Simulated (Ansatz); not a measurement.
# In3As3H2 (buck sheet): the cost of one run

Program: Ansatz 0.2.0. Level of theory: DFT PBE, scalar-relativistic, plane waves, PAW. These are calculated values, not measurements.

3 further runs of the same task are left out: 3 set aside as unsound or not needed. Runs told in other sessions of the task aren't counted.

## Step 1: The starting structure

The structure is trigonal, space group P3m1 (No. 156). The conventional cell has a = 4.360 Å, b = 4.360 Å, c = 24.879 Å, α = 90.00°, β = 90.00°, γ = 120.00°. Around In (site symmetry 3m) lie 3 As at 2.60 Å. Around As (site symmetry 3m) lie 3 In at 2.60 Å.

As a file:

```
CELL_PARAMETERS angstrom
4.35975 0.00000 0.00000
-2.17988 3.77566 0.00000
0.00000 0.00000 24.87950
ATOMIC_POSITIONS crystal
In 0.33333 0.66667 0.35929
As 0.66667 0.33333 0.38589
```

This sheet was relaxed beforehand with the same method; its gap on the mesh is 0.80 eV.

## Step 2: Building the zigzag ribbon, N = 3 with H caps

The ribbon is cut from the relaxed sheet, periodic along c; N counts formula units a period. The edge energy is the mean of both edges over the sheet, -5226.8269 eV an atom. Each H cap counts from half an H2 molecule (-15.872 eV in a separate run).

The cell holds 3 In, 3 As, 2 H: a = 21.000 Å, b = 10.000 Å, c = 4.360 Å, α = 90.00°, β = 90.00°, γ = 90.00°.

## Step 3: The relaxation run

Pressure and volume refer to the whole cell with its vacuum; only the period along c may change.

Contents of input.yaml:

```yaml
crystal:
  lattice:
    - [21.0, 0.0, 0.0]
    - [0.0, 10.0, 0.0]
    - [0.0, 0.0, 4.3597524117]
  atoms:
    - { symbol: In, position: [0.3451064961, 0.46690472, 0.5] }
    - { symbol: In, position: [0.5248996553, 0.46690472, 1.0] }
    - { symbol: In, position: [0.7046928144, 0.46690472, 0.5] }
    - { symbol: As, position: [0.285175443, 0.53309528, 0.0] }
    - { symbol: As, position: [0.4649686022, 0.53309528, 0.5] }
    - { symbol: As, position: [0.6447617614, 0.53309528, 1.0] }
    - { symbol: H, position: [0.7848256873, 0.5111559008, 0.5] }
    - { symbol: H, position: [0.2151743127, 0.494439076, 0.0] }
basis:
  ecutwfc: 420
kpoints:
  mp_grid: { grid: [1, 1, 13] }
hamiltonian:
  xc: pbe
scf:
  occupations: { method: gaussian, width: 0.05 }
output:
  forces: true
  stress: true
  eigenvalues: true
  populations: true
  write_density: true
  write_potential: true
  elf: true
  volumetric_format: npy
relax:
  adjacent_minimum: "off"
  f_tol: 0.02
  max_steps: 45
  cell: { fix: [a, b, alpha, beta, gamma], stress_tol: 0.03 }
```

On the command line:

```sh
$ ansatz run input.yaml --threads 4 --pin off --max-ram 11264MiB --backend cpu --events-out ev --progress --plain --runs-dir out
```

**Question.** How long does this run take on 4 threads of Intel Xeon at 2.50GHz (Skylake/Cascade Lake), shared host, and how much memory does it need?

About 13 min, with a peak of 1.5 GiB.
